## What smearing leaves behind in the energy of a metal

Smearing the occupations around the Fermi level is a numerical aid, so its error should shrink steadily as the width is reduced. The energy would then drift in one direction with width, and the narrowest setting would be the best. The table tests this on TiCo₃ in the Cu₃Au structure, at fixed atoms and with the r2SCAN functional, which makes it a ferrimagnetic metal. This functional tends to exaggerate the moments of itinerant magnets, so the density of states behind the numbers need not be that of the real compound.

TiCo₃ in the Cu₃Au structure (a = 3.614 Å, fixed atoms), computed with Ansatz 0.2.0: r2SCAN, plane-wave PAW, scalar-relativistic, collinear spin, 500 eV cutoff, 12×12×12 k mesh. Energies are extrapolated to zero smearing and free energies are not; both are relative to Gaussian smearing of 0.1 eV. The moment is per cell of four atoms.

```csv
occupation rule,occupation width (eV),energy less reference (meV/atom),free energy less reference (meV/atom),cell moment (μB)
Fermi-Dirac,0.01,-0.094,1.90,2.85
Fermi-Dirac,0.02,-0.065,1.52,2.85
Gaussian,0.01,-0.11,1.99,2.85
Gaussian,0.05,-0.064,1.55,2.85
Gaussian,0.3,-0.838,-15.9,2.83
```

The column "energy less reference" holds energies already extrapolated to zero smearing, relative to a Gaussian width of 0.1 eV on the same k mesh. The reference itself therefore stands at zero. The narrower Gaussian settings lie slightly below it, by at most 0.11 meV/atom, and the width of 0.3 eV lies 0.838 meV/atom below it. Among the computed Gaussian widths the energy thus rises up to 0.1 eV and then falls, which is not a steady drift.

### The part that the extrapolation removes

Consider first a metal whose density of states D is constant near the Fermi level. The two-dimensional free-electron gas is such a system, as long as the width σ is small compared with the distance to the bottom of the band. Smearing moves electrons from just below the Fermi level to just above it. The number moved grows as Dσ and the energy that each gains grows as σ, so the cost grows as Dσ².

The smeared occupations also carry an entropy term TS. For Gaussian smearing and constant D it is Dσ²/2, and the free energy is F = E₀ − Dσ²/4, where E₀ is the energy for sharp occupations. Adding half the entropy term, E = F + TS/2, cancels the σ² part exactly. Fermi-Dirac smearing obeys the same law if its width kT is multiplied by π√(2/3), about 2.6. Fermi-Dirac 0.02 eV therefore acts like Gaussian 0.05 eV, and the table gives these two rows nearly the same energy.

This explains the large numbers in the column "free energy less reference". At 0.3 eV the free energy lies 15.9 meV/atom below the reference, and the change in half the entropy term accounts for 15.1 of that. About 5 % is left after the extrapolation. Free energies taken at different widths should therefore not be subtracted from each other, whereas the extrapolated energies here can be compared to within 1 meV/atom.

### Three explanations of the remainder

The tempting explanation is that the cancellation is imperfect and some of the σ² error survives. A remainder proportional to σ² that gives the computed drop at 0.3 eV would put Gaussian 0.05 eV about 0.08 meV/atom above the reference. The calculation puts it 0.064 below.

The second explanation is the next term of the expansion, proportional to σ⁴, which comes from the slope and curvature of the density of states at the Fermi level. Scaled to the same row, it puts Gaussian 0.05 eV 0.01 meV/atom above the reference, again on the wrong side. The failure is general: a constant times any power of σ can only rise or only fall with width, while the computed energy does both.

The third explanation lets D change with the width without a fixed power law. It contains the second as the special case in which D changes as σ². Smearing senses the density of states averaged over a window about as wide as σ, and this average changes as the window opens. An effective D can be read from the entropy term at each width, as D = 2TS/σ². For Gaussian smearing it is 1.8 states per eV and cell at 0.01 eV, 3.2 at 0.05 eV, 3.4 at 0.1 eV and 3.1 at 0.3 eV. It rises and then falls, as the energy does.

The link between the two follows in a few steps. Because the calculation minimises F, a small change of width alters F only through the entropy, so dF/dσ = −S, where TS is now σS. With S = Dσ/2, the slope of the extrapolated energy becomes

dE/dσ = (σ²/4) · dD/dσ.

For constant D the slope is zero. Where D grows with width the energy rises, and where D shrinks it falls. The factor σ² makes the same change of D count far more at large widths.

### The estimate for 0.3 eV

The same calculations give an entropy term of 16.9 meV per cell at 0.1 eV and 137.6 meV per cell at 0.3 eV. The effective D then falls from 3.38 to 3.06 states per eV, a slope of about −1.6 per eV² if D changes linearly with width. Integrating σ²/4 between the two widths gives (0.3³ − 0.1³)/12 = 0.0022 eV³. The product is −0.0035 eV per cell of four atoms, or −0.87 meV/atom, against the computed −0.838.

The course of D between the two widths is an assumption. If D is taken as linear in σ² instead, the estimate becomes −1.0 meV/atom, so the method is good to perhaps a fifth here. At 0.05 eV it gives about −0.08 meV/atom, with the correct sign. No energy shift was used to set these values, but the slope relation holds in any calculation that minimises F. Apart from the assumed course of D, the agreement therefore had to come: it shows where the error arises, but not why D changes.

### Why D changes

At 0.3 eV the likely reason is the uneven density of states of the d bands, which a wide window averages over. The bands themselves also shift a little, since the cell moment drops from 2.85 to 2.83 μB. The table cannot separate the two effects.

At 0.01 eV the k mesh is the main suspect. A finite mesh supplies separate levels instead of a continuous band, and a rough count finds only a few distinct levels within one width of the Fermi level, against ten times as many at 0.1 eV. The counts in the output are low estimates, because they divide the mesh by all symmetry operations, while points on symmetry planes and axes have fewer partners. The low D reflects the entropy term from which it is read: from 0.05 to 0.01 eV this term falls 44-fold, where a constant D would give 25-fold. A real dip in the density of states at the Fermi level could do the same, and a finer mesh would help to tell them apart. The same doubt applies, more weakly, to the smaller rise of D from 0.05 to 0.1 eV. The estimate for 0.01 eV is also poor, at −0.17 to −0.19 meV/atom against −0.11, mainly because D does most of its rise at the smallest widths, where it counts least: it is already 2.8 in the Fermi-Dirac 0.01 eV row, which acts like Gaussian 0.026 eV.

The narrowest width is therefore not automatically the best approach to sharp occupations. It reduces the smearing error but exposes the grain of the mesh, so width and mesh have to be refined together. The differences among the narrow settings are too small to matter for most purposes, and they do not rank the settings, because the reference is not a converged limit either. The output below gives the constant-D model, with D taken from the reference, the two power laws scaled to the 0.3 eV row, and the estimates with a changing D.

Printed output of the fit:

```
Free energy with constant density of states:
          row  equivalent Gaussian width (eV)  effective density of states (1/eV per cell)  model free energy shift (meV/atom)  computed (meV/atom)
  Fermi-Dirac                         0.02565                                        2.843                               1.973                  1.9
  Fermi-Dirac                          0.0513                                        3.196                               1.556                 1.52
     Gaussian                            0.01                                        1.803                               2.091                 1.99
     Gaussian                            0.05                                        3.165                               1.584                 1.55
     Gaussian                             0.3                                        3.058                              -16.89                -15.9
Single-power laws scaled to the 0.3 eV row:
          row  square law (meV/atom)  fourth-power law (meV/atom)  computed (meV/atom)  moment change (0.001 Bohr magneton per cell)
  Fermi-Dirac                0.09786                      0.01043               -0.094                                         0.035
  Fermi-Dirac                0.07718                     0.009749               -0.065                                         0.118
     Gaussian                 0.1037                      0.01047                -0.11                                         0.033
     Gaussian                0.07856                      0.00982               -0.064                                         0.116
     Gaussian                 -0.838                       -0.838               -0.838                                           -17
Effective density of states at the reference (1/eV per cell): 3.379
Change of effective density of states from 0.1 to 0.3 eV (percent): -9.496
Energy shift at Gaussian 0.3 eV with D linear in width (meV/atom): -0.8689
Energy shift at Gaussian 0.3 eV with D linear in squared width (meV/atom): -1.003
Energy shift at Gaussian 0.05 eV with D linear in width (meV/atom): -0.07801
Energy shift at Gaussian 0.05 eV with D linear in squared width (meV/atom): -0.08358
Energy shift at Gaussian 0.01 eV with D linear in width (meV/atom): -0.1659
Energy shift at Gaussian 0.01 eV with D linear in squared width (meV/atom): -0.1942
Part of the free energy shift at 0.3 eV that is half the entropy term (meV/atom): -15.09
Remaining energy shift over free energy shift at 0.3 eV (percent): 5.27
Fall of TS from Gaussian 0.05 to 0.01 eV (factor, 25 if D is constant): 43.87
Rough number of distinct levels within one width of the Fermi level at 0.01 eV: 2.433
Rough number of distinct levels within one width of the Fermi level at 0.1 eV: 24.33
```
